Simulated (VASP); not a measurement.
# K (Im-3m) in VASP: a series of runs

Aim: see how the results for K move with the level of theory and the settings. Levels: r2SCAN, r2SCAN+rVV10. Tasks: relaxation of cell and atoms.

All numbers are computed with VASP 6.6.1; they aren't measurements. Logs are shortened: lines on timing, memory, paths and dates and some standing lists are left out, and cuts for length are marked.

## (1) The crystal as given

It takes space group Im-3m (No. 229, cubic). The conventional cell has a = 5.236 Å, b = 5.236 Å, c = 5.236 Å, α = 90.00°, β = 90.00°, γ = 90.00°.

## (2) Relaxation of cell and atoms, r2SCAN

INCAR reads:

```
ALGO = Normal ; EDIFF = 1E-7
EDIFFG = -0.005 ; ENCUT = 600
IBRION = 2 ; ISIF = 3
ISMEAR = 0 ; LASPH = T
LCHARG = F ; LMIXTAU = T
LREAL = F ; LWAVE = F
METAGGA = R2SCAN ; NELM = 80
NSW = 90 ; PREC = Accurate
SIGMA = 0.1
```

KPOINTS reads:

```
k-points
0
Gamma
  12 12 12
```

POSCAR reads:

```
K
1.0
   -2.6180000000      2.6180000000      2.6180000000
    2.6180000000     -2.6180000000      2.6180000000
    2.6180000000      2.6180000000     -2.6180000000
K
1
Direct
    0.0000000000      0.0000000000      0.0000000000
```

Potentials or basis: VASP PAW PBE potentials, release 64 (K_sv).

Started as:

```console
cat potpaw_PBE.64/K_sv/POTCAR > POTCAR
mpirun -np 1 vasp_std > vasp.out
```

OUTCAR:

```text
EDIFF = 1E-7
   EDIFFG = -0.005
   ENCUT = 600
   IBRION = 2
   ISIF = 3
   ISMEAR = 0
   LASPH = T
   LREAL = F
   METAGGA = R2SCAN
   NELM = 80
   NSW = 90
   PREC = Accurate

 ion  position               nearest neighbor table
   1  0.000  0.000  0.000-

  LATTYP: Found a body centered cubic cell.
 ALAT       =     5.2360000000

  Lattice vectors:

 A1 = (  -2.6180000000,   2.6180000000,   2.6180000000)
 A2 = (   2.6180000000,  -2.6180000000,   2.6180000000)
 A3 = (   2.6180000000,   2.6180000000,  -2.6180000000)

Analysis of symmetry for initial positions (statically):
=====================================================================
 Subroutine PRICEL returns:
 Original cell was already a primitive cell.

 Routine SETGRP: Setting up the symmetry group for a
 body centered cubic supercell.

 Subroutine GETGRP returns: Found 48 space group operations
 (whereof 48 operations were pure point group operations)
 out of a pool of 48 trial point group operations.

The static configuration has the point symmetry O_h .

Analysis of symmetry for dynamics (positions and initial velocities):
=====================================================================
 Subroutine PRICEL returns:
 Original cell was already a primitive cell.

 Routine SETGRP: Setting up the symmetry group for a
 body centered cubic supercell.

 Subroutine GETGRP returns: Found 48 space group operations
 (whereof 48 operations were pure point group operations)
 out of a pool of 48 trial point group operations.

The dynamic configuration has the point symmetry O_h .

 Subroutine INISYM returns: Found 48 space group operations
 (whereof 48 operations are pure point group operations),
 and found     1 'primitive' translations

----------------------------------------------------------------------------------------

                                     Primitive cell

  volume of cell :      71.7743

  direct lattice vectors                    reciprocal lattice vectors
    -2.618000000  2.618000000  2.618000000     0.000000000  0.190985485  0.190985485
     2.618000000 -2.618000000  2.618000000     0.190985485  0.000000000  0.190985485
     2.618000000  2.618000000 -2.618000000     0.190985485  0.190985485  0.000000000

  length of vectors
     4.534509014  4.534509014  4.534509014     0.270094263  0.270094263  0.270094263

  position of ions in fractional coordinates (direct lattice)
     0.000000000  0.000000000  0.000000000

  ion indices of the primitive-cell ions
   primitive index   ion index
                 1           1

----------------------------------------------------------------------------------------

 KPOINTS: k-points

Automatic generation of k-mesh.
 Grid dimensions read from file:
 generate k-points for:   12   12   12

 Generating k-lattice:

  Cartesian coordinates                     Fractional coordinates (reciprocal lattice)
     0.000000000  0.015915457  0.015915457     0.083333333  0.000000000  0.000000000
     0.015915457  0.000000000  0.015915457     0.000000000  0.083333333  0.000000000
     0.015915457  0.015915457  0.000000000     0.000000000  0.000000000  0.083333333

  Length of vectors
     0.022507855  0.022507855  0.022507855

  Shift w.r.t. Gamma in fractional coordinates (k-lattice)
     0.000000000  0.000000000  0.000000000

 Subroutine IBZKPT returns following result:
 ===========================================

 Found     72 irreducible k-points:

 Following reciprocal coordinates:
            Coordinates               Weight
  0.000000  0.000000  0.000000      1.000000
  0.083333  0.000000  0.000000     12.000000
  0.166667  0.000000  0.000000     12.000000
  0.250000  0.000000  0.000000     12.000000
  0.333333  0.000000  0.000000     12.000000
  0.416667  0.000000  0.000000     12.000000
[... 16 lines left out ...]
  0.333333  0.083333  0.083333     24.000000
  0.416667  0.083333  0.083333     12.000000
 [... further k-points ...]
   k-points           NKPTS =     72   k-points in BZ     NKDIM =     72   number of bands    NBANDS=      8
   number of dos      NEDOS =    301   number of ions     NIONS =      1
   total plane-waves  NPLWV =  46656
   dimension x,y,z NGX =    36 NGY =   36 NGZ =   36
   dimension x,y,z NGXF=    72 NGYF=   72 NGZF=   72
   ions per type =               1
   NGX,Y,Z   is equivalent  to a cutoff of  13.20, 13.20, 13.20 a.u.
   NGXF,Y,Z  is equivalent  to a cutoff of  26.40, 26.40, 26.40 a.u.
 SYSTEM =  unknown system
   PREC   = accura    normal or accurate (medium, high low for compatibility)
   ISTART =      0    job   : 0-new  1-cont  2-samecut
   ICHARG =      2    charge: 1-file 2-atom 10-const
   ISPIN  =      1    spin polarized calculation?
   LNONCOLLINEAR =      F non collinear calculations
   LSORBIT =      F    spin-orbit coupling
   LASPH  =      T    aspherical Exc in radial PAW
   ENCUT  =  600.0 eV  44.10 Ry    6.64 a.u.   9.06  9.06  9.06*2*pi/ulx,y,z
   NELM   =     80;   NELMIN=  2; NELMDL= -5     # of ELM steps
   EDIFF  = 0.1E-06   stopping-criterion for ELM
   LREAL  =      F    real-space projection
   EDIFFG = -.5E-02   stopping-criterion for IOM
   NSW    =     90    number of steps for IOM
   IBRION =      2    ionic relax: 0-MD 1-quasi-New 2-CG
   NFREE  =      1    steps in history (QN), initial steepest desc. (CG)
   ISIF   =      3    stress and relaxation
   ISYM   =      2    0-nonsym 1-usesym 2-fastsym
   POTIM  = 0.5000    time-step for ionic-motion
   TEBEG  =    0.0;   TEEND  =   0.0 temperature during run
   PSTRESS=    0.0 pullay stress
   NELECT =       9.0000    total number of electrons
   NUPDOWN=      -1.0000    fix difference up-down
   EMIN   =  10.00;   EMAX   =-10.00  energy-range for DOS
   EFERMI =   0.00;   METHOD = LEGACY
   ISMEAR =     0;   SIGMA  =   0.10  broadening in eV -4-tet -1-fermi 0-gaus
   EFERMI_NEDOS =   21; number of points for ismear=-14 and -15
   IALGO  =     38    algorithm
   IMIX   =      4    mixing-type and parameters
     AMIX     =   0.40;   BMIX     =  1.00
     AMIX_MAG =   1.60;   BMIX_MAG =  1.00
  volume/ion in A,a.u.               =      71.77       484.36
  Fermi-wavevector in a.u.,A,eV,Ry     =   0.819406  1.548454  9.135317  0.671427
  Thomas-Fermi vector in A             =   1.930206
   LORBIT       =      0    0 simple, 1 ext, 2 COOP (PROOUT), +10 PAW based schemes
   METAGGA = R2SCAN    functional components
   LHFCALC =     F    Hartree Fock is set to
   AEXX    =    0.0000 exact exchange contribution
   IVDW    =     0    specifies the selected vdW correction
   LEPSILON=     F    determine dielectric tensor
   LRPA    =     F    only Hartree local field effects (RPA)
 conjugate gradient relaxation of ions
 non-spin polarized calculation
 Gauss-broadening in eV      SIGMA  =   0.10
  energy-cutoff  :      600.00
  volume of cell :       71.77
 maximum number of plane-waves:      2454
   NGX = 19   NGY = 19   NGZ = 19

--------------------------------------- Ionic step        1  -------------------------------------------

 number of electron       9.0000001 magnetization

 Free energy of the ion-electron system (eV)
  ---------------------------------------------------
  ext. energy  EPLUGINS =         0.00000000
  ---------------------------------------------------
  free energy    TOTEN  =        -6.01035306 eV

  energy without entropy =       -6.00568715  energy(sigma->0) =       -6.00802011

------------------------ aborting loop because EDIFF is reached ----------------------------------------

  FORCE on cell =-STRESS in cart. coord.  units (eV):
  Direction    XX          YY          ZZ          XY          YZ          ZX
  --------------------------------------------------------------------------------------
  -------------------------------------------------------------------------------------
  Total        0.1102990      0.1102990      0.1102990     -0.0000000     -0.0000000      0.0000000
  in kB        2.4621418      2.4621418      2.4621418     -0.0000000     -0.0000000      0.0000000
  external PRESSURE =       2.4621418 kB  Pullay stress =       0.0000000 kB
[... 55 lines left out ...]
  energy  without entropy=       -6.0071922222  energy(sigma->0) =       -6.00953640

--------------------------------------- Ionic step        3  -------------------------------------------

 number of electron       9.0000001 magnetization

 Free energy of the ion-electron system (eV)
  ---------------------------------------------------
  ext. energy  EPLUGINS =         0.00000000
  ---------------------------------------------------
  free energy    TOTEN  =        -6.01372802 eV

  energy without entropy =       -6.00897583  energy(sigma->0) =       -6.01135193

 E-fermi :  -0.1594     XC(G=0):  -5.8179

 val. band max:       -0.1830965855   @ k =   0.2500   0.2500   0.0000
 cond. band min:      -0.1103128353   @ k =   0.3333   0.1667   0.0000
 fundamental gap:      0.0727837502
 Fermi energy:        -0.1593666764

 k-point     1 :       0.0000    0.0000    0.0000
  band No.  band energies     occupation
      1     -33.8200      2.00000
      2     -16.4939      2.00000
      3     -16.4939      2.00000
      4     -16.4939      2.00000
      5      -2.3947      2.00000
      6       4.5758      0.00000
      7       4.5758      0.00000
      8       4.5758      0.00000
[... 243 lines left out ...]
 k-point    24 :       0.4167    0.0833    0.0833
  band No.  band energies     occupation
      1     -33.8163      2.00000
      2     -16.5508      2.00000
      3     -16.5166      2.00000
      4     -16.4978      2.00000
      5       0.5802      0.00000
      6       0.6015      0.00000
      7       2.8774      0.00000
      8       4.9422      0.00000

 [... further k-points ...]
[... 5 lines left out ...]
  --------------------------------------------------------------------------------------
  -------------------------------------------------------------------------------------
  Total        0.0018643      0.0018643      0.0018643      0.0000000      0.0000000      0.0000000
  in kB        0.0391862      0.0391862      0.0391862      0.0000000      0.0000000      0.0000000
  external PRESSURE =       0.0391862 kB  Pullay stress =       0.0000000 kB
[... 16 lines left out ...]
  FREE ENERGIE OF THE ION-ELECTRON SYSTEM (eV)
  ---------------------------------------------------
  free  energy   TOTEN  =        -6.0137280169 eV

  energy  without entropy=       -6.0089758342  energy(sigma->0) =       -6.01135193

 reached required accuracy - stopping structural energy minimisation
```

Wall time 7.9 min (1 thread of Intel Xeon Platinum 8488C (Sapphire Rapids), shared host); peak memory 0.25 GiB.

What came out:

```yaml
Free_energy: -6.0137 eV
Relaxed_volume: 76.22 Å³/atom
Relaxed_cell: a = 4.626 Å, b = 4.626 Å, c = 4.626 Å, α = 109.47°, β = 109.47°, γ = 109.47°
Space_group_after_relaxing_to_0.05_Å: Im-3m (No. 229)
Energy_gained_by_relaxing: 3.4 meV/atom
Ionic_steps: 3
Pressure_after_relaxing: 0.0 GPa
Band_gap_on_the_k_mesh: none (metal or under the smearing width)
```

Step by step:
| step | energy change (eV) | largest force (eV/Å) | pressure (GPa) | volume (Å³) |
| --- | --- | --- | --- | --- |
| 1 | 0.0000 | 0.0000 | 0.25 | 71.77 |
| 2 | -0.0015 | 0.0000 | 0.18 | 72.93 |
| 3 | -0.0034 | 0.0000 | 0.00 | 76.22 |

Final structure:
```cif
data_structure
_symmetry_space_group_name_H-M 'P 1'
_symmetry_Int_Tables_number 1
_cell_length_a 4.6264
_cell_length_b 4.6264
_cell_length_c 4.6264
_cell_angle_alpha 109.471
_cell_angle_beta 109.471
_cell_angle_gamma 109.471
_cell_volume 76.22
loop_
_atom_site_label
_atom_site_type_symbol
_atom_site_fract_x
_atom_site_fract_y
_atom_site_fract_z
_atom_site_occupancy
K1 K 0.00000 0.00000 0.00000 1
```

Caveat: the PAW data sets were made with another functional, which shifts forces and pressure a little.

## (3) Relaxation of cell and atoms, r2SCAN+rVV10

INCAR reads:

```
ALGO = Normal ; BPARAM = 11.95
CPARAM = 0.0093 ; EDIFF = 1E-7
EDIFFG = -0.005 ; ENCUT = 600
IBRION = 2 ; ISIF = 3
ISMEAR = 0 ; IVDW_NL = 2
LASPH = T ; LCHARG = F
LMIXTAU = T ; LREAL = F
LUSE_VDW = T ; LWAVE = F
METAGGA = R2SCAN ; NELM = 80
NSW = 90 ; PREC = Accurate
SIGMA = 0.1
```

KPOINTS is that of step 2.

POSCAR is that of step 2.

Potentials or basis: VASP PAW PBE potentials, release 64 (K_sv).

Started as:

```console
cat potpaw_PBE.64/K_sv/POTCAR > POTCAR
mpirun -np 1 vasp_std > vasp.out
```

Wall time 13 min (1 thread of Intel Xeon Platinum 8488C (Sapphire Rapids), shared host); peak memory 0.4 GiB.

It converged, with:

- Free energy: -5.7079 eV
- Relaxed volume: 74.63 Å³/atom
- Relaxed cell: a = 4.594 Å, b = 4.594 Å, c = 4.594 Å, α = 109.47°, β = 109.47°, γ = 109.47°
- Space group after relaxing (to 0.05 Å): Im-3m (No. 229)
- Energy gained by relaxing: 1.4 meV/atom
- Ionic steps: 4
- Pressure after relaxing: 0.0 GPa
- Band gap on the k mesh: none (metal or under the smearing width)

The path:
| step | energy change (eV) | largest force (eV/Å) | pressure (GPa) | volume (Å³) |
| --- | --- | --- | --- | --- |
| 1 | 0.0000 | 0.0000 | 0.15 | 71.77 |
| 2 | -0.0006 | 0.0000 | 0.11 | 72.49 |
| 3 | -0.0013 | 0.0000 | 0.02 | 74.33 |
| 4 | -0.0014 | 0.0000 | 0.00 | 74.63 |

Final structure:
```
K
1.0
    -2.65230    2.65230    2.65230
     2.65230   -2.65230    2.65230
     2.65230    2.65230   -2.65230
K
1
Direct
  0.00000 0.00000 0.00000
```

Levels at points of the mesh, in eV from the Fermi level:
```csv
k point,band 1,band 2,band 3,band 4,band 5,band 6,band 7,band 8
"(0.00, 0.00, 0.00)",-33.59,-16.27,-16.27,-16.27,-2.27,4.78,4.78,4.78
"(0.50, 0.00, 0.00)",-33.59,-16.33,-16.29,-16.27,0.59,0.65,3.51,5.44
"(0.50, 0.50, 0.50)",-33.59,-16.32,-16.32,-16.32,1.81,1.81,3.75,3.75
```

Caveat: the PAW data sets were made with another functional, which shifts forces and pressure a little. Zero-point motion and thermal expansion aren't in these numbers.
